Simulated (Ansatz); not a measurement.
# ZrSe₂ — ⁹¹Zr NMR of the central transition

Cell: a Materials Project structure (computed, not necessarily an observed phase), atoms as given.

```xyz
3
Lattice="3.8112 0.0000 0.0000 -1.9056 3.3006 0.0000 0.0000 0.0000 6.3999" Properties=species:S:1:pos:R:3 pbc="T T T"
Zr    0.0000    0.0000    0.0000
Se    1.9056    1.1002    4.8376
Se    0.0000    2.2004    1.5623
```

Atom numbers follow the list; atoms alike are taken as one site, whose name carries the number of the first.

Computed with Ansatz: DFT, r2SCAN, plane waves and PAW, scalar-relativistic, 500 eV cutoff, Γ-centred 10×10×5 k-points, Fermi–Dirac smearing 0.01 eV.

⁹¹Zr has I = 5/2 and Q = -176.0 mb (Pyykkö 2018); at 9.4 T its Larmor frequency is ν₀ = 37.4 MHz. Only the quadrupole interaction is simulated: positions count from each site's isotropic chemical shift, and J coupling is left out, as are shift anisotropy and dipolar coupling, which fast spinning averages.

Problem. Give C_Q, η, the quadrupolar product P_Q = |C_Q|(1 + η²/3)^½, the second-order isotropic shift and the breadth of the pattern (fast magic-angle spinning) for each Zr site.

Solution. 

```
site     first shell  C_Q (MHz)     η  P_Q (MHz)  δ_QIS (ppm)  breadth (kHz)
  Zr  6 Se at 2.70 Å       8.25  0.00       8.25         -293           23.4
```

δ_QIS = −(ν_Q²/30ν₀²)[I(I+1) − 3/4](1 + η²/3) × 10⁶ ppm with ν_Q = 3|C_Q|/[2I(2I−1)]; it falls as 1/B₀² in ppm, and the breadth as 1/B₀ in kHz.

The broadest static pattern spans 57 kHz. The table holds for spinning faster than that; slower spinning leaves sidebands.

An axis of threefold or higher order runs through Zr, so V_zz lies along it and η is zero.

Without spin–orbit coupling (the program notes it for Zr) the gradients can shift somewhat, as the gap is small.
